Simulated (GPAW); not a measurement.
## Ru: single point with PBE

Ru:

```
Ru
1.0
     2.70580    0.00000    0.00000
    -1.35290    2.34329    0.00000
     0.00000    0.00000    4.28190
Ru
2
Cartesian
  1.3529 0.7811 3.2114
  0.0000 1.5622 1.0705
```

| Quantity | Value |
| --- | --- |
| Program | GPAW 26.7.0 |
| Task | single point |
| Functional | PBE |
| Potentials or basis | GPAW PAW data sets (gpaw-data 1.2.1) |
| Cutoff | 500 eV |
| Basis | pw |
| k mesh | 8 × 8 × 5 |
| Occupations | fermi-dirac, width 0.05 eV |
| Spin | no spin polarisation |

```yaml
Pressure: 2.3 GPa
Band_gap_on_the_k_mesh: none (metal or under the smearing width)
```

Stress tensor (GPa, compression positive):
```
2.60 0.00 0.00
0.00 2.60 0.00
0.00 0.00 1.83
```

Levels at points of the mesh, in eV from the Fermi level:
| k point | band 14 | band 15 | band 16 | band 17 | band 18 | band 19 |
| --- | --- | --- | --- | --- | --- | --- |
| (0.00, 0.00, 0.00) | -1.89 | -1.89 | -1.38 | -1.38 | 1.18 | 1.18 |
| (0.50, 0.50, 0.00) | -1.76 | -1.50 | 1.43 | 1.85 | 1.91 | 4.08 |

Wall time 15 s on 1 thread of Arm Neoverse V1, with other jobs on the host, peak memory 0.15 GiB.

Caveat: the cutoff is short for stress and forces, so pressures can be off by a GPa or more.
